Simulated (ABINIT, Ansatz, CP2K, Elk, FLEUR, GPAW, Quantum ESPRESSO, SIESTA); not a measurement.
# BeO (P6_3mc, 4 atoms in the cell) computed with different codes at matched settings

Self-consistent single point, at a second geometry (lattice scaled by 0.98). First geometry:

```
BeO
1.0
    2.66734     0.00000     0.00000
   -1.33367     2.30998     0.00000
    0.00000     0.00000     4.33226
Be O
2 2
Direct
  0.33333   0.66667   0.00016
  0.66667   0.33333   0.50016
  0.33333   0.66667   0.37734
  0.66667   0.33333   0.87734
```

Shared settings, as Ansatz (a first-principles code) writes them: kpoints.mp_grid.grid = 7 7 4; scf.occupations.method = fixed. Potentials and cutoffs stand in the table.

```json
[
 {"code": "GPAW", "model": "PBE, GPAW PAW datasets PBE (gpaw-data 1.0.1)", "ΔF from the first geometry (meV/atom)": "59.9", "pressure (GPa)": "–", "largest force (eV/Å)": "0.015", "gap on the mesh (eV)": "8.637", "cutoff": "950 eV"},
 {"code": "Elk", "model": "PBE, all-electron FP-LAPW, Elk's shipped species files, APW+lo basis with extra local orbitals", "ΔF from the first geometry (meV/atom)": "–", "pressure (GPa)": "–", "largest force (eV/Å)": "–", "gap on the mesh (eV)": "8.677", "cutoff": "rgkmax 7.5"},
 {"code": "FLEUR", "model": "PBE, all-electron FLAPW (FLEUR), scalar-relativistic valence", "ΔF from the first geometry (meV/atom)": "51.7", "pressure (GPa)": "–", "largest force (eV/Å)": "–", "gap on the mesh (eV)": "8.768", "cutoff": "Kmax 4.2 1/bohr"},
 {"code": "CP2K", "model": "PBE, GPW, DZVP-MOLOPT-SR-GTH basis, GTH-PBE potentials (GTH_POTENTIALS)", "ΔF from the first geometry (meV/atom)": "53.8", "pressure (GPa)": "31.07", "largest force (eV/Å)": "–", "gap on the mesh (eV)": "8.653", "cutoff": "grid 600 Ry"},
 {"code": "Ansatz", "model": "PBE, default PAW files", "ΔF from the first geometry (meV/atom)": "47.7", "pressure (GPa)": "27.33", "largest force (eV/Å)": "0.018", "gap on the mesh (eV)": "8.649", "cutoff": "default"},
 {"code": "ABINIT", "model": "PBE, norm-conserving pseudopotentials (PseudoDojo nc-sr-05 PBE standard)", "ΔF from the first geometry (meV/atom)": "46.9", "pressure (GPa)": "28.04", "largest force (eV/Å)": "0.020", "gap on the mesh (eV)": "8.721", "cutoff": "44 Ha"},
 {"code": "SIESTA", "model": "GGA PBE, numerical atomic orbitals TZP, PseudoDojo PBE standard norm-conserving potentials (rewritten from UPF to PSML)", "ΔF from the first geometry (meV/atom)": "50.4", "pressure (GPa)": "24.09", "largest force (eV/Å)": "0.042", "gap on the mesh (eV)": "8.673", "cutoff": "grid 400 Ry"},
 {"code": "Quantum ESPRESSO", "model": "PBE, GBRV 1.5 ultrasoft (PBE) pseudopotentials", "ΔF from the first geometry (meV/atom)": "50.6", "pressure (GPa)": "29.25", "largest force (eV/Å)": "0.011", "gap on the mesh (eV)": "8.688", "cutoff": "40 Ry"}
]
```

For Ansatz (by 0.9 GPa) and Quantum ESPRESSO (by 0.4 GPa) the energy change implies a higher mean pressure, against the two pressures, than for the other programs: a sign of finite-basis (Pulay) stress.

A dash marks a value that a program does not give, or that is left out as unsure.

Gaps are read on the mesh.

The spread over the programs that give each value: ΔF from the first geometry within 13.0 meV/atom; pressure within 6.98 GPa; largest force within 0.031 eV/Å; gap on the mesh within 0.131 eV.

CP2K and SIESTA use small atom-centred bases, whose incompleteness enters pressures, forces and empty levels differently from a plane-wave cutoff. Elk and FLEUR treat all electrons, but the usual bases taken here (sphere radii, linearisation, local orbitals, empty states) were not tested for convergence, so the values are no reference for the others. Ansatz's pressure is given at a fixed set of plane waves, as the other plane-wave codes print theirs; with its correction for the finite basis it is 28.30 GPa (the shift of 0.97 GPa shows how far the cutoff is from converged). The pressure of GPAW is left out: its cutoff lies under the one at which its stress was checked. In the pressure, CP2K (by 3.03), SIESTA (by 3.95) and Quantum ESPRESSO (by 1.21) lie more than 1 GPa from the median of the plane-wave programs.

The starting cell comes from a database of computed structures (which also holds hypothetical and non-ambient phases and stackings), without a prior relaxation at this level. Its lattice was rescaled by a random factor within 2.5 % of one. For this run, on top of that: lattice scaled by 0.98.

Keys are those of Ansatz 0.2.
